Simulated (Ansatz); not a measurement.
ZnO (rocksalt), relaxed with r2SCAN in the plane-wave code Ansatz. It is cubic, Fm-3m (No. 225); conventional cell a = 4.268 Å, 9.72 Å³ an atom. Around Zn lie 6 O at 2.13 Å; around O lie 6 Zn at 2.13 Å.

The axes x, y and z are those of this cell:
```
Zn O
1.0
     0.00000    2.13377    2.13377
     2.13377    0.00000    2.13377
     2.13377    2.13377    0.00000
Zn O
1 1
Direct
  0.00000 0.00000 0.00000
  0.50000 0.50000 0.50000
```

Unstrained: PBE gives an indirect gap of 0.950 eV, from L to Γ; the least direct gap is 2.350 eV at Γ. The r2SCAN gap is indirect, 1.567 eV (L to Γ), below the direct gap of 3.005 eV at Γ. With HSE06 the valence top lies at L and the conduction bottom at Γ, 2.739 eV higher; the smallest vertical gap, at Γ, is 3.959 eV. Meshes: PBE 10×10×10, r2SCAN 10×10×10, HSE06 8×8×8. Strains are changes of length per length. After each strain the atoms were relaxed again with r2SCAN within the symmetry that the strain leaves, so tilts or polar shifts that break it weren't tested; points keep the names that they have in the unstrained zone. The cell comes from a prototype generator: it can be a known phase or a hypothetical one. Spin polarisation is off.

(1) Estimate what isotropic -3.0 % on every length does to the gap.

(2) One strain changed the r2SCAN stress by xx -2.79, yy -2.79, zz -2.79 GPa (compression positive) and the gap by -0.070 eV (PBE), -0.073 eV (r2SCAN), -0.089 eV (HSE06). Which kind of strain was it, and roughly how large?

(3) Apply epitaxial +0.5 % in the plane normal to [111], free normal strain -0.40 %. How far does the gap move, against the unstrained cell?

(4) One strain changed the r2SCAN stress by xx -6.59, yy -6.59, zz -0.02 GPa (compression positive) and the gap by -0.300 eV (PBE), -0.326 eV (r2SCAN), -0.354 eV (HSE06). Which kind of strain was it, and roughly how large?

(5) Estimate what uniaxial -2.0 % along x, other directions held does to the gap.

## Answers

(1) PBE: the gap goes from 0.950 to 1.401 eV (+0.451 eV). r2SCAN: the gap goes from 1.567 to 2.043 eV (+0.476 eV). HSE06: the gap goes from 2.739 to 3.304 eV (+0.565 eV). The r2SCAN energy rises by 52.5 meV an atom.

(2) Isotropic +0.5 % on every length. The pattern of the stress gives the kind; the size needs the stiffness, so it is an estimate.

(3) PBE: the gap goes from 0.950 to 0.916 eV (-0.034 eV). r2SCAN: the gap goes from 1.567 to 1.533 eV (-0.034 eV). HSE06: the gap goes from 2.739 to 2.697 eV (-0.042 eV). The r2SCAN energy rises by 0.5 meV an atom.

(4) Epitaxial +4.0 % in the xy plane, free normal strain -4.24 %. The pattern of the stress gives the kind; the size needs the stiffness, so it is an estimate.

(5) PBE: the gap goes from 0.950 to 0.988 eV (+0.038 eV). r2SCAN: the gap goes from 1.567 to 1.607 eV (+0.040 eV). HSE06: the gap goes from 2.739 to 2.799 eV (+0.060 eV). The r2SCAN energy rises by 3.4 meV an atom.

The meshes of the hybrids are coarse, so their gaps aren't converged to the digits shown.
